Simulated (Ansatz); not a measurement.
# Ti: distorted cells

All numbers below come from DFT PBE, scalar-relativistic, plane waves, PAW (Ansatz 0.2.0).

Settings: cutoff 420 eV, Γ-centred mesh 9×9×14 on the computed 3-atom cell, Gaussian smearing of 0.10 eV; no spin polarisation.

Reference cell:

```yaml
crystal:
  lattice:
    - [4.56737, 0.00000, 0.00000]
    - [-2.28369, 3.95546, 0.00000]
    - [0.00000, 0.00000, 2.82624]
  atoms:
    - { symbol: Ti, position: [0.00000, 0.00000, 0.00000] }
    - { symbol: Ti, position: [0.33333, 0.66667, 0.50000] }
    - { symbol: Ti, position: [0.66667, 0.33333, 0.50000] }
```

Each variant moves atoms of this cell by the vectors given, if any (Å), and then applies a symmetric strain (tensor components, Cartesian axes). The reference cell isn't relaxed at this level. Energies are per atom at zero smearing, counted from the lowest variant. Pressure is positive in compression.

1. no strain; moves: Ti3 (-0.051, -0.199, -0.092)
2. strain (xx yy zz yz xz xy, %) 7.60 7.60 -1.40 0.00 0.00 0.00; moves: Ti2 (0.000, 0.000, -0.073); Ti3 (0.000, 0.000, 0.073)
3. no strain; moves: Ti1 (0.000, 0.000, 0.225)
4. no strain; moves: Ti1 (0.225, 0.000, 0.000)
5. no strain; moves: Ti3 (0.000, 0.000, 0.045)
6. strain (xx yy zz yz xz xy, %) -1.24 -1.24 0.26 0.00 0.00 0.00; moves: Ti1 (0.000, 0.000, -0.212); Ti2 (0.000, 0.000, 0.106); Ti3 (0.000, 0.000, 0.106)

```json
{"result": "A", "ΔE (meV/atom)": "35.2", "P (GPa)": "1.68", "largest force (eV/Å)": "1.07"}
{"result": "B", "ΔE (meV/atom)": "0.0", "P (GPa)": "0.86", "largest force (eV/Å)": "0.14"}
{"result": "C", "ΔE (meV/atom)": "100.1", "P (GPa)": "4.72", "largest force (eV/Å)": "1.67"}
{"result": "D", "ΔE (meV/atom)": "46.0", "P (GPa)": "1.48", "largest force (eV/Å)": "1.21"}
{"result": "E", "ΔE (meV/atom)": "28.3", "P (GPa)": "2.16", "largest force (eV/Å)": "0.92"}
{"result": "F", "ΔE (meV/atom)": "135.3", "P (GPa)": "-10.55", "largest force (eV/Å)": "0.21"}
```

Problem. Which variant gave which result?

Solution. A is 1, B is 5, C is 6, D is 3, E is 4, F is 2.

This form isn't the element's structure at ambient conditions.

Cost: 6 runs of about 3.9 core-minutes in all, on Arm Neoverse N1 (shared hosts).